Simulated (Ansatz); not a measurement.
Input and command of a plane-wave DFT calculation in Ansatz:

```yaml
crystal:
  lattice:
    - [0.0, 3.024, 2.78208]
    - [3.024, 0.0, 2.78208]
    - [3.024, 3.024, 0.0]
  atoms:
    - { symbol: In, position: [0.0, 0.0, 0.0] }
    - { symbol: As, position: [0.75, 0.75, 0.75] }
basis:
  ecutwfc: 420
kpoints:
  mp_grid: { grid: [14, 14, 14] }
hamiltonian:
  xc: pbesol
scf:
  occupations: { method: gaussian, width: 0.15 }
output:
  forces: true
  stress: true
  eigenvalues: true
```

```bash
ansatz run input.yaml --threads 1 --pin off --max-ram 2560MiB --backend cpu --events-out ev --progress --plain --runs-dir out
```

Processor: Intel(R) Xeon(R) Processor @ 2.50GHz (Skylake/Cascade Lake), 1 thread, on a host shared with other jobs.

Problem. Estimate time, memory and problem size.

Solution. About 41 s on 1 thread of Intel(R) Xeon(R) Processor @ 2.50GHz (Skylake/Cascade Lake), on a shared host, peak memory 0.54 GiB. It solves 18 bands at 244 k points (the mesh reduced by symmetry) with about 977 plane waves, in 8 SCF iterations.
